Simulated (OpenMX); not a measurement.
Crystal: CsPbCl3.

```
Pb Cs Cl
1.0
     5.60500    0.00000    0.00000
     0.00000    5.60500    0.00000
     0.00000    0.00000    5.60500
Pb Cs Cl
1 1 3
Direct
  0.50000 0.50000 0.50000
  0.00000 0.00000 0.00000
  0.50000 0.00000 0.50000
  0.00000 0.50000 0.50000
  0.50000 0.50000 0.00000
```

Base run:

```yaml
Program: OpenMX 3.8.5
Functional: PBE
Potentials_or_basis: OpenMX 2013 PBE set, Pb8.0-s3p2d2f2, Cs12.0-s3p2d2f1, Cl7.0-s3p2d2f1, grid cutoff 500 Ry
k_mesh: 5 × 5 × 5
Occupations: fermi-dirac, width 0.05 eV
Spin: no spin polarisation
```

Its results: pressure 1.9 GPa.

Task: The run is repeated on the same cell with these changes: functional from PBE to LDA; potentials or basis from OpenMX 2013 PBE set, Pb8.0-s3p2d2f2, Cs12.0-s3p2d2f1, Cl7.0-s3p2d2f1, grid cutoff 500 Ry to OpenMX 2013 LDA set, Pb8.0-s3p2d2f1, Cs12.0-s3p2d2, Cl7.0-s2p2d1f1, grid cutoff 500 Ry. What comes out?

Result: Pressure -1.0 GPa.

Caveats: the basis of atomic orbitals isn't converged, which shifts pressures, moduli and gaps.
